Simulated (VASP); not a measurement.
Here is a VASP 6.6.1 calculation.

File INCAR:

```
ALGO = Fast
EDIFF = 1E-7
EDIFFG = -0.002
ENCUT = 700
GGA = PE
IBRION = 2
ISIF = 3
ISMEAR = 0
LASPH = T
LCHARG = F
LREAL = F
LWAVE = F
NELM = 100
NSW = 80
PREC = Accurate
SIGMA = 0.1
```

File KPOINTS:

```
k-points
0
Gamma
  18 18 18
```

File POSCAR:

```
W                                       
1.0
   -1.5927820201      1.5927820201      1.5927820201
    1.5927820201     -1.5927820201      1.5927820201
    1.5927820201      1.5927820201     -1.5927820201
  W             
     1
Direct
     0.0000000000000000    0.0000000000000000    0.0000000000000000
```

Potentials or basis: VASP PAW PBE potentials, release 64 (W_sv).

Launch:

```sh
$ cat potpaw_PBE.64/W_sv/POTCAR > POTCAR
$ mpirun -np 1 vasp_std > vasp.out
```

Task: Estimate the band gap on the k mesh.

Result: None (metal or under the smearing width).

Final structure:
```
CELL_PARAMETERS angstrom
-1.59278 1.59278 1.59278
1.59278 -1.59278 1.59278
1.59278 1.59278 -1.59278
ATOMIC_POSITIONS crystal
W 0.00000 0.00000 0.00000
```

Caveat: the relaxation stopped at its first step, so nothing moved. The run has no spin-orbit coupling, so splittings on W are missing.
